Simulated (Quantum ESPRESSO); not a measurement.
# BeTe (F-43m) in Quantum ESPRESSO: reference runs

Aim: a first look at BeTe with PBE, on the cell as given and on a disturbed one.

Program: Quantum ESPRESSO 7.5. These are calculated values, not measurements. Logs are shortened: lines on timing, memory, paths and dates and some standing lists are left out, and cuts for length are marked.

### 1 The crystal as given

The structure is cubic, space group F-43m (No. 216). The conventional cell has a = 5.540 Å, b = 5.540 Å, c = 5.540 Å, α = 90.00°, β = 90.00°, γ = 90.00°. Te (site symmetry -43m) is surrounded by 4 Be at 2.40 Å. Be (site symmetry -43m) is surrounded by 4 Te at 2.40 Å.

### 2 Single point, PBE

Input file pw.in:

```
&CONTROL
  calculation = 'scf'
  prefix = 'pwscf'
  outdir = './tmp'
  pseudo_dir = './pseudo'
  tprnfor = .true.
  tstress = .true.
  disk_io = 'nowf'
/
&SYSTEM
  ibrav = 0
  nat = 2
  ntyp = 2
  ecutwfc = 55
  ecutrho = 440
  nbnd = 10
  occupations = 'smearing'
  smearing = 'fd'
  degauss = 0.00367493
/
&ELECTRONS
  conv_thr = 4d-10
  electron_maxstep = 120
  mixing_beta = 0.5
/
ATOMIC_SPECIES
Te   127.6000 Te_pbe_v1.uspp.F.UPF
Be     9.0122 be_pbe_v1.4.uspp.F.UPF
CELL_PARAMETERS angstrom
   0.0000000000    2.7700000000    2.7700000000
   2.7700000000    0.0000000000    2.7700000000
   2.7700000000    2.7700000000    0.0000000000
ATOMIC_POSITIONS crystal
Te     0.7500000000    0.7500000000    0.7500000000
Be     0.0000000000    0.0000000000    0.0000000000
K_POINTS automatic
8 8 8 0 0 0
```

Potentials or basis: SSSP 1.3 efficiency PBE.

The run is started by

```console
> OMP_NUM_THREADS=1 pw.x -in pw.in > pw.out
```

pw.out:

```text
This program is part of the open-source Quantum ESPRESSO suite
     for quantum simulation of materials; please cite
[... 9 lines left out ...]
     --------------------
     sticks:   dense  smooth     PW     G-vecs:    dense   smooth      PW
     Sum        1663     835    253                44735    15665    2685

     Using Slab Decomposition

     bravais-lattice index     =            0
     lattice parameter (alat)  =       7.4028  a.u.
     unit-cell volume          =     286.8573 (a.u.)^3
     number of atoms/cell      =            2
     number of atomic types    =            2
     number of electrons       =        10.00
     number of Kohn-Sham states=           10
     kinetic-energy cutoff     =      55.0000  Ry
     charge density cutoff     =     440.0000  Ry
     scf convergence threshold =      4.0E-10
     mixing beta               =       0.5000
     number of iterations used =            8  plain     mixing
     Exchange-correlation=  SLA  PW   PBX  PBC
                           (   1   4   3   4   0   0   0)

     celldm(1)=   7.402759  celldm(2)=   0.000000  celldm(3)=   0.000000
     celldm(4)=   0.000000  celldm(5)=   0.000000  celldm(6)=   0.000000

     crystal axes: (cart. coord. in units of alat)
               a(1) = (   0.000000   0.707107   0.707107 )
               a(2) = (   0.707107   0.000000   0.707107 )
               a(3) = (   0.707107   0.707107   0.000000 )

     reciprocal axes: (cart. coord. in units 2 pi/alat)
               b(1) = ( -0.707107  0.707107  0.707107 )
               b(2) = (  0.707107 -0.707107  0.707107 )
               b(3) = (  0.707107  0.707107 -0.707107 )

     PseudoPot. # 1 for Te read from file:
     Te_pbe_v1.uspp.F.UPF
     Pseudo is Ultrasoft + core correction, Zval =  6.0
     Generated by new atomic code, or converted to UPF format
     Using radial grid of  891 points,  5 beta functions with:
                l(1) =   0
                l(2) =   0
                l(3) =   1
                l(4) =   1
                l(5) =   2
     Q(r) pseudized with  6 coefficients,  rinner =    1.800   1.800   1.800
                                                       1.800   1.800

     PseudoPot. # 2 for Be read from file:
     be_pbe_v1.4.uspp.F.UPF
     Pseudo is Ultrasoft, Zval =  4.0
     Generated by new atomic code, or converted to UPF format
     Using radial grid of  769 points,  6 beta functions with:
                l(1) =   0
                l(2) =   0
                l(3) =   0
                l(4) =   1
                l(5) =   1
                l(6) =   2
     Q(r) pseudized with 10 coefficients,  rinner =    1.000   1.000   1.000
                                                       1.000   1.000

     atomic species   valence    mass     pseudopotential
     Te                6.00   127.60000     Te( 1.00)
     Be                4.00     9.01220     Be( 1.00)

     24 Sym. Ops. (no inversion) found

   Cartesian axes

     site n.     atom                  positions (alat units)
         1        Te     tau(   1) = (   1.0606602   1.0606602   1.0606602  )
         2        Be     tau(   2) = (   0.0000000   0.0000000   0.0000000  )

     number of k points=    29  Fermi-Dirac smearing, width (Ry)=  0.0037
                       cart. coord. in units 2pi/alat
        k(    1) = (   0.0000000   0.0000000   0.0000000), wk =   0.0039062
        k(    2) = (   0.0883883   0.0883883  -0.0883883), wk =   0.0312500
        k(    3) = (   0.1767767   0.1767767  -0.1767767), wk =   0.0312500
        k(    4) = (   0.2651650   0.2651650  -0.2651650), wk =   0.0312500
        k(    5) = (  -0.3535534  -0.3535534   0.3535534), wk =   0.0156250
        k(    6) = (   0.1767767   0.0000000   0.0000000), wk =   0.0234375
[... 21 lines left out ...]
        k(   28) = (  -0.7071068   0.1767767  -0.0000000), wk =   0.0468750
        k(   29) = (  -0.7071068   0.3535534   0.0000000), wk =   0.0234375

     Dense  grid:    44735 G-vectors     FFT dimensions: (  50,  50,  50)

     Smooth grid:    15665 G-vectors     FFT dimensions: (  36,  36,  36)

     Initial potential from superposition of free atoms

     starting charge       9.9996, renormalised to      10.0000
     Starting wfcs are    9 randomized atomic wfcs +    1 random wfcs

     Self-consistent Calculation

     iteration #  1     ecut=    55.00 Ry     beta= 0.50
     Davidson diagonalization with overlap
     ethr =  1.00E-02,  avg # of iterations =  4.8

     Threshold (ethr) on eigenvalues was too large:
     Diagonalizing with lowered threshold

     Davidson diagonalization with overlap
     ethr =  3.85E-04,  avg # of iterations =  2.0

     total energy              =     -54.79371629 Ry
     estimated scf accuracy    <       0.03911419 Ry

     iteration #  2     ecut=    55.00 Ry     beta= 0.50
     Davidson diagonalization with overlap
     ethr =  3.91E-04,  avg # of iterations =  1.2

     total energy              =     -54.79598267 Ry
     estimated scf accuracy    <       0.00439796 Ry

     iteration #  3     ecut=    55.00 Ry     beta= 0.50
     Davidson diagonalization with overlap
     ethr =  4.40E-05,  avg # of iterations =  4.2

     total energy              =     -54.79626125 Ry
     estimated scf accuracy    <       0.00029843 Ry

     iteration #  4     ecut=    55.00 Ry     beta= 0.50
     Davidson diagonalization with overlap
     ethr =  2.98E-06,  avg # of iterations =  4.4

     total energy              =     -54.79629368 Ry
     estimated scf accuracy    <       0.00001313 Ry

     iteration #  5     ecut=    55.00 Ry     beta= 0.50
     Davidson diagonalization with overlap
     ethr =  1.31E-07,  avg # of iterations =  2.3

     total energy              =     -54.79629737 Ry
     estimated scf accuracy    <       0.00000008 Ry

     iteration #  6     ecut=    55.00 Ry     beta= 0.50
     Davidson diagonalization with overlap
     ethr =  7.96E-10,  avg # of iterations =  4.4

     total energy              =     -54.79629771 Ry
     estimated scf accuracy    <       0.00000002 Ry

     iteration #  7     ecut=    55.00 Ry     beta= 0.50
     Davidson diagonalization with overlap
     ethr =  1.94E-10,  avg # of iterations =  2.0

     total energy              =     -54.79629774 Ry
     estimated scf accuracy    <          4.3E-09 Ry

     iteration #  8     ecut=    55.00 Ry     beta= 0.50
     Davidson diagonalization with overlap
     ethr =  4.29E-11,  avg # of iterations =  1.8

     End of self-consistent calculation

          k = 0.0000 0.0000 0.0000 (  1989 PWs)   bands (ev):

   -94.0580  -6.6005   6.0227   6.0227   6.0227   9.5957   9.5957   9.5957
    10.2731  14.9938

          k = 0.0884 0.0884-0.0884 (  1983 PWs)   bands (ev):

   -94.0580  -6.4423   4.6451   5.7662   5.7662   9.6542   9.9774   9.9774
    11.5166  15.3823

          k = 0.1768 0.1768-0.1768 (  1973 PWs)   bands (ev):

   -94.0580  -6.0033   2.5374   5.3008   5.3008   9.4625  10.5333  10.5333
    13.4897  15.2736

          k = 0.2652 0.2652-0.2652 (  1976 PWs)   bands (ev):

   -94.0579  -5.4362   0.8589   4.9512   4.9512   9.2911  10.6194  10.6194
    14.2449  16.3980

          k =-0.3536-0.3536 0.3536 (  1946 PWs)   bands (ev):

   -94.0579  -5.1343   0.1754   4.8272   4.8272   9.2279  10.5612  10.5612
    14.2016  17.5210

          k = 0.1768 0.0000 0.0000 (  1989 PWs)   bands (ev):

   -94.0580  -6.3893   4.9094   5.3024   5.3024   9.1938  10.6538  10.6538
    11.2759  14.3062

          k = 0.2652 0.0884-0.0884 (  1973 PWs)   bands (ev):

   -94.0580  -6.0418   3.1796   4.7900   4.9790   9.3363  10.7812  11.4458
    11.9890  14.7843

          k = 0.3536 0.1768-0.1768 (  1976 PWs)   bands (ev):

   -94.0579  -5.5035   1.4240   4.4583   4.4961   9.5445  10.8248  11.5858
    12.6758  16.2287

          k =-0.2652-0.4419 0.4419 (  1973 PWs)   bands (ev):

   -94.0579  -5.0733   0.4032   4.0275   4.4964   9.5906  10.7702  11.2923
    14.1660  16.1459

          k =-0.1768-0.3536 0.3536 (  1980 PWs)   bands (ev):

   -94.0579  -5.1776   0.6316   3.8489   4.7805   9.7687  10.8594  11.0180
    14.4217  15.9992

          k =-0.0884-0.2652 0.2652 (  1973 PWs)   bands (ev):

   -94.0579  -5.6950   1.9568   4.0003   5.2662  10.0119  10.6845  11.0490
    13.1606  14.4842

          k = 0.0000-0.1768 0.1768 (  1971 PWs)   bands (ev):

   -94.0580  -6.1891   3.6404   4.6380   5.7339  10.0685  10.1035  10.5849
    12.3763  14.4399

          k = 0.3536 0.0000 0.0000 (  1996 PWs)   bands (ev):

   -94.0579  -5.7995   3.0354   4.2213   4.2213   8.5279  10.4652  12.6958
    12.6958  15.1787

          k = 0.4419 0.0884-0.0884 (  1983 PWs)   bands (ev):

   -94.0579  -5.3478   1.8651   3.6043   3.8857   8.6843  10.2405  13.0319
    13.3128  16.9933

          k =-0.1768-0.5303 0.5303 (  1983 PWs)   bands (ev):

   -94.0579  -4.9042   0.9265   2.8436   3.8744   8.8944  11.6767  12.8334
    13.0626  16.8808

          k =-0.0884-0.4419 0.4419 (  1973 PWs)   bands (ev):

   -94.0579  -4.8385   0.8350   2.3872   4.1863   9.2225  12.5298  12.6726
    13.9807  14.8960

          k = 0.0000-0.3536 0.3536 (  1971 PWs)   bands (ev):

   -94.0579  -5.2190   1.4550   2.6421   4.7358   9.7790  11.6888  12.4230
    12.9804  14.5507

          k = 0.5303-0.0000 0.0000 (  1988 PWs)   bands (ev):

   -94.0579  -5.0220   1.3898   3.4766   3.4766   8.0190   9.0442  14.8791
    14.8791  17.3243

          k =-0.0884-0.6187 0.6187 (  1979 PWs)   bands (ev):

   -94.0579  -4.6955   0.9155   2.7755   3.3922   8.2499   9.3845  15.1437
    15.1446  17.5934

          k = 0.0000-0.5303 0.5303 (  1954 PWs)   bands (ev):

   -94.0579  -4.6146   1.0321   1.8751   3.6502   8.6098  11.3696  14.2456
    14.7008  15.4763

          k =-0.7071 0.0000 0.0000 (  1964 PWs)   bands (ev):

   -94.0579  -4.5932   0.6577   3.2183   3.2183   7.8298   8.5446  16.2268
    16.2268  18.2882

          k = 0.3536 0.1768 0.0000 (  1974 PWs)   bands (ev):

   -94.0579  -5.6380   2.3008   3.6104   4.7110   9.6004  11.1174  11.4259
    12.5238  15.4365

          k =-0.2652-0.4419 0.6187 (  1972 PWs)   bands (ev):

   -94.0579  -5.1303   1.1624   3.0614   4.2215  10.0699  10.7984  12.1523
    13.1540  16.3323

          k =-0.1768-0.3536 0.5303 (  1980 PWs)   bands (ev):

   -94.0579  -4.8693   0.6209   2.9566   3.9829  10.2027  10.5054  12.9813
    14.1434  14.7209

          k =-0.1768-0.5303 0.7071 (  1987 PWs)   bands (ev):

   -94.0579  -4.9380   1.2976   2.9073   3.4205   9.1377  10.0402  12.8702
    14.8401  17.2617

          k =-0.0884-0.4419 0.6187 (  1972 PWs)   bands (ev):

   -94.0579  -4.6589   1.0417   2.1879   3.2404   9.6333  11.5079  12.4162
    14.3157  15.8849

          k = 0.0000-0.3536 0.5303 (  1970 PWs)   bands (ev):

   -94.0579  -4.7554   1.1587   2.0216   3.6110  10.1056  11.6445  12.4505
    14.0442  15.1235

          k =-0.7071 0.1768-0.0000 (  1984 PWs)   bands (ev):

   -94.0579  -4.5722   0.8661   2.6971   2.8627   8.9695   9.5878  14.7119
    14.8278  17.5164

          k =-0.7071 0.3536 0.0000 (  1964 PWs)   bands (ev):

   -94.0579  -4.5507   1.2265   2.0804   2.5728  11.3256  11.5725  11.8566
    12.4681  17.3896

     the Fermi energy is     6.9167 ev

!    total energy              =     -54.79629775 Ry
     estimated scf accuracy    <          3.8E-11 Ry
     smearing contrib. (-TS)   =      -0.00000000 Ry
     internal energy E=F+TS    =     -54.79629775 Ry

     The total energy is F=E-TS. E is the sum of the following terms:
     one-electron contribution =     -16.27710512 Ry
     hartree contribution      =       7.49102479 Ry
     xc contribution           =     -19.56035915 Ry
     ewald contribution        =     -26.44985827 Ry

     convergence has been achieved in   8 iterations

     Forces acting on atoms (cartesian axes, Ry/au):

     atom    1 type  1   force =     0.00000000    0.00000000   -0.00000000
     atom    2 type  2   force =    -0.00000000   -0.00000000    0.00000000

     Total force =     0.000000     Total SCF correction =     0.000000

     Computing stress (Cartesian axis) and pressure

          total   stress  (Ry/bohr**3)                   (kbar)     P=       45.03
   0.00030612   0.00000000  -0.00000000           45.03        0.00       -0.00
   0.00000000   0.00030612  -0.00000000            0.00       45.03       -0.00
  -0.00000000  -0.00000000   0.00030612           -0.00       -0.00       45.03

=------------------------------------------------------------------------------=
   JOB DONE.
=------------------------------------------------------------------------------=
```

It took 11 s on 1 thread of Arm Neoverse V2, shared host; peak memory 0.15 GiB.

What came out:

| Property | Result |
| --- | --- |
| Free energy | -745.5416 eV |
| Pressure | 4.5 GPa |
| Band gap on the k mesh | 1.81 eV, indirect (least direct gap 3.57 eV) |

Levels at points of the mesh, in eV from the valence-band top:
| k point | band 3 | band 4 | band 5 | band 6 | band 7 | band 8 |
| --- | --- | --- | --- | --- | --- | --- |
| (0.00, 0.00, 0.00) | 0.00 | 0.00 | 0.00 | 3.57 | 3.57 | 3.57 |
| (0.00, 0.00, -0.50) | -5.85 | -1.20 | -1.20 | 3.21 | 4.54 | 4.54 |
| (0.00, -0.50, -0.50) | -5.37 | -2.80 | -2.80 | 1.81 | 2.52 | 10.20 |

Caveat: spin-orbit coupling is left out, which moves the levels of the heavy elements.

### 3 Single point, PBE (atoms moved at random, drawn with an rms of 0.05 Å)

Changes to pw.in since step 2:

```diff
@@ -33,4 +33,4 @@
 ATOMIC_POSITIONS crystal
-Te     0.7500000000    0.7500000000    0.7500000000
-Be     0.0000000000    0.0000000000    0.0000000000
+Te     0.7537510000    0.7580670000    0.7321250000
+Be     0.0049720000   -0.0133140000    0.0019370000
 K_POINTS automatic
```

Potentials or basis: SSSP 1.3 efficiency PBE.

The run is started by

```console
> OMP_NUM_THREADS=1 pw.x -in pw.in > pw.out
```

pw.out:

```text
This program is part of the open-source Quantum ESPRESSO suite
     for quantum simulation of materials; please cite
[... 6 lines left out ...]
     --------------------
     sticks:   dense  smooth     PW     G-vecs:    dense   smooth      PW
     Sum        1663     835    253                44735    15665    2685

     Using Slab Decomposition

     bravais-lattice index     =            0
     lattice parameter (alat)  =       7.4028  a.u.
     unit-cell volume          =     286.8573 (a.u.)^3
     number of atoms/cell      =            2
     number of atomic types    =            2
     number of electrons       =        10.00
     number of Kohn-Sham states=           10
     kinetic-energy cutoff     =      55.0000  Ry
     charge density cutoff     =     440.0000  Ry
     scf convergence threshold =      4.0E-10
     mixing beta               =       0.5000
     number of iterations used =            8  plain     mixing
     Exchange-correlation=  SLA  PW   PBX  PBC
                           (   1   4   3   4   0   0   0)

     celldm(1)=   7.402759  celldm(2)=   0.000000  celldm(3)=   0.000000
     celldm(4)=   0.000000  celldm(5)=   0.000000  celldm(6)=   0.000000

     crystal axes: (cart. coord. in units of alat)
               a(1) = (   0.000000   0.707107   0.707107 )
               a(2) = (   0.707107   0.000000   0.707107 )
               a(3) = (   0.707107   0.707107   0.000000 )

     reciprocal axes: (cart. coord. in units 2 pi/alat)
               b(1) = ( -0.707107  0.707107  0.707107 )
[... 53 lines left out ...]
     Starting wfcs are    9 randomized atomic wfcs +    1 random wfcs

     Self-consistent Calculation

     iteration #  1     ecut=    55.00 Ry     beta= 0.50
     Davidson diagonalization with overlap
     ethr =  1.00E-02,  avg # of iterations =  5.2

     Threshold (ethr) on eigenvalues was too large:
     Diagonalizing with lowered threshold

     Davidson diagonalization with overlap
     ethr =  3.83E-04,  avg # of iterations =  2.2

     total energy              =     -54.79189359 Ry
     estimated scf accuracy    <       0.03894292 Ry
[... 12 lines left out ...]
     total energy              =     -54.79439094 Ry
     estimated scf accuracy    <       0.00029415 Ry

     iteration #  4     ecut=    55.00 Ry     beta= 0.50
     Davidson diagonalization with overlap
     c_bands:  1 eigenvalues not converged
     c_bands:  1 eigenvalues not converged
     ethr =  2.94E-06,  avg # of iterations =  4.3

     total energy              =     -54.79442307 Ry
     estimated scf accuracy    <       0.00001330 Ry

     iteration #  5     ecut=    55.00 Ry     beta= 0.50
     Davidson diagonalization with overlap
     ethr =  1.33E-07,  avg # of iterations =  2.4
[... 18 lines left out ...]
     iteration #  8     ecut=    55.00 Ry     beta= 0.50
     Davidson diagonalization with overlap
     ethr =  3.62E-11,  avg # of iterations =  1.9

     End of self-consistent calculation

     Number of k-points >= 100: set verbosity='high' to print the bands.

     the Fermi energy is     7.0196 ev

!    total energy              =     -54.79442711 Ry
     estimated scf accuracy    <          4.6E-11 Ry
     smearing contrib. (-TS)   =      -0.00000000 Ry
     internal energy E=F+TS    =     -54.79442711 Ry

     The total energy is F=E-TS. E is the sum of the following terms:
     one-electron contribution =     -16.28618911 Ry
     hartree contribution      =       7.49478506 Ry
     xc contribution           =     -19.56122737 Ry
     ewald contribution        =     -26.44179568 Ry

     convergence has been achieved in   8 iterations

     Forces acting on atoms (cartesian axes, Ry/au):

     atom    1 type  1   force =     0.00168615    0.01768136   -0.01693867
     atom    2 type  2   force =    -0.00168615   -0.01768136    0.01693867

     Total force =     0.034710     Total SCF correction =     0.000003

     Computing stress (Cartesian axis) and pressure

          total   stress  (Ry/bohr**3)                   (kbar)     P=       46.94
   0.00032365   0.00008821  -0.00009210           47.61       12.98      -13.55
   0.00008821   0.00031650  -0.00000805           12.98       46.56       -1.18
  -0.00009210  -0.00000805   0.00031708          -13.55       -1.18       46.64

=------------------------------------------------------------------------------=
   JOB DONE.
=------------------------------------------------------------------------------=
```

Wall time 65 s (1 thread of Arm Neoverse V2, shared host); peak memory 0.22 GiB.

Results:

* Free energy: -745.5162 eV
* Pressure: 4.7 GPa
* Largest force: 0.631 eV/Å
* Band gap on the k mesh: 1.53 eV, indirect (least direct gap 3.17 eV)

Forces in eV/Å, atoms in the order of the input:
```
Te   0.043  0.455 -0.436
Be  -0.043 -0.455  0.436
```

Caveat: spin-orbit coupling is left out, which moves the levels of the heavy elements.
